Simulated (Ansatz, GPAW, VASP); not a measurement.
BN: 4 runs at one level of theory

```xyz
2
Lattice="0.0000 1.8130 1.8130 1.8130 0.0000 1.8130 1.8130 1.8130 0.0000" Properties=species:S:1:pos:R:3 pbc="T T T"
N     0.9065    0.9065    0.9065
B     0.0000    0.0000    0.0000
```

The cell is a database's computed one, not the measured one.

Alike in all runs: task single point; functional PBE; k mesh 13 × 13 × 13; occupations gaussian, width 0.014 eV; no spin polarisation; no spin-orbit coupling. Pressure is positive in compression and, in plane waves, holds the error of the finite cutoff, which Ansatz's Pulay term estimates and takes out.

```csv
program and potentials,plane-wave cutoff (eV),notes,pressure (GPa)
"Ansatz, Ansatz PAW",420,Pulay term of +1.05 GPa included,-0.40
"Ansatz, all-electron LAPW, scalar-relativistic",-,-,-0.41
"GPAW, GPAW PAW data sets (gpaw-data 1.2.1)",800,-,-1.60
"VASP, PBE PAW files B, N, 520 eV",520,-,?
```

**Question.** Estimate from the other rows what the run with VASP, PBE PAW files B, N, 520 eV gave.

**Answer.** Pressure -0.17 GPa. The other rows, which needn't bracket it: pressure -1.60 to -0.40.
